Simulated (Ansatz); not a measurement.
Runs of Ansatz 0.2.0 on I. Symmetry: Im-3m, No. 229, cubic system. Conventional cell: a = 4.179 Å, b = 4.179 Å, c = 4.179 Å, α = 90.00°, β = 90.00°, γ = 90.00°. I (site symmetry m-3m) has 8 I at 3.62 Å as nearest neighbours. The real solid is made of molecules; this cell is a model form.

```csv
task,level,spin,cutoff (eV),smearing,gap on the mesh (eV),pressure (GPa)
density of states,r2SCAN,"collinear, ferromagnetic start",500,fermi-dirac 0.02 eV,none,0.3
single point,PBEsol,off,420,gaussian 0.1 eV,none,(a)
single point,PBE,off,420,gaussian 0.02 eV,none,-0.2
single point,PBE,off,420,gaussian 0.05 eV,none,-0.2
```

Alike in all rows: potentials or basis Ansatz PAW; cell as given; k mesh 9 × 9 × 9.

Problem. Fill in the values left out.

Solution. (a) -2.5.

Caveats: an odd number of electrons without spin polarisation forces a metal (some runs); a magnetic or distorted state may lie lower (some runs); the PAW data sets come from PBE, with cores solved anew for the run's functional, which leaves a small shift of forces and pressure (some runs).

A k mesh can miss the band edges, and the runs leave out spin-orbit coupling on I.

A gap of «none» marks a metal or a gap under the smearing width.
